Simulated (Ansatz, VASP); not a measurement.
This is a calculation of ZnS (Wurtzite-2H) for Ansatz 0.2.0.

Contents of input.yaml:

```yaml
crystal:
  lattice:
    - [3.811, 0.0, 0.0]
    - [-1.9055, 3.3004228138, 0.0]
    - [0.0, 0.0, 6.234]
  atoms:
    - { symbol: Zn, position: [0.6666666667, 0.3333333333, 0.5] }
    - { symbol: Zn, position: [0.3333333333, 0.6666666667, 0.0] }
    - { symbol: S, position: [0.6666666667, 0.3333333333, 0.885] }
    - { symbol: S, position: [0.3333333333, 0.6666666667, 0.385] }
hamiltonian:
  xc: pbe
  pseudopotentials: { kind: paw }
kpoints:
  mp_grid: { grid: [8, 8, 5] }
scf:
  occupations: { method: gaussian, width: 0.03 }
output:
  forces: true
  stress: true
  eigenvalues: true
```

Potentials or basis: Ansatz PAW.

Command:

```bash
$ ansatz run input.yaml --threads 2 --pin off --max-ram 5632MiB --backend cpu --events-out ev --progress --plain --runs-dir out
```

Problem. Translate it to VASP 6.6.1. Potentials there: VASP PAW PBE potentials, release 64 (Zn, S).

Solution. As run (the cutoff follows the program's own potentials):

Contents of INCAR:

```
PREC = Accurate
ENCUT = 520
EDIFF = 1E-6
ISMEAR = 0
SIGMA = 0.03
LREAL = F
LASPH = T
NELM = 60
ALGO = Fast
ISIF = 2
LWAVE = F
LCHARG = T
GGA = PE
LELF = T
LVHAR = T
NBANDS = 26
```

The input KPOINTS:

```
Automatic mesh
0
Gamma
  8 8 5
```

File POSCAR:

```
ZnS
1.0
    3.8110000000      0.0000000000      0.0000000000
   -1.9055000000      3.3004228138      0.0000000000
    0.0000000000      0.0000000000      6.2340000000
Zn S
2 2
Direct
    0.6666666667      0.3333333333      0.5000000000
    0.3333333333      0.6666666667      0.0000000000
    0.6666666667      0.3333333333      0.8850000000
    0.3333333333      0.6666666667      0.3850000000
```

Potentials or basis: VASP PAW PBE potentials, release 64 (Zn, S).

Command:

```bash
$ cat potpaw_PBE.64/Zn/POTCAR potpaw_PBE.64/S/POTCAR > POTCAR
$ mpirun -np 1 vasp_std > vasp.out
```

Both were run:

|  | VASP | Ansatz | Ansatz less VASP |
| --- | --- | --- | --- |
| gap on the k mesh at the Fermi level (eV) | 2.25 | 2.25 | -0.005 |
| least direct gap on the mesh (eV) | 2.25 | 2.25 | -0.005 |
| pressure (GPa) | 2.5 | 2.3 | -0.22 |
| largest component of the traceless stress (GPa) | 1.37 | 1.35 | -0.023 |
| rms of the force components (eV/Å) | 0.186 | 0.184 | -0.0019 |

Atom by atom the forces differ by 0.002 eV/Å (rms over components).

Caveats: odd divisions of the mesh miss points on the zone boundary, where band edges often lie, so the gap on the mesh can be too wide (Ansatz).
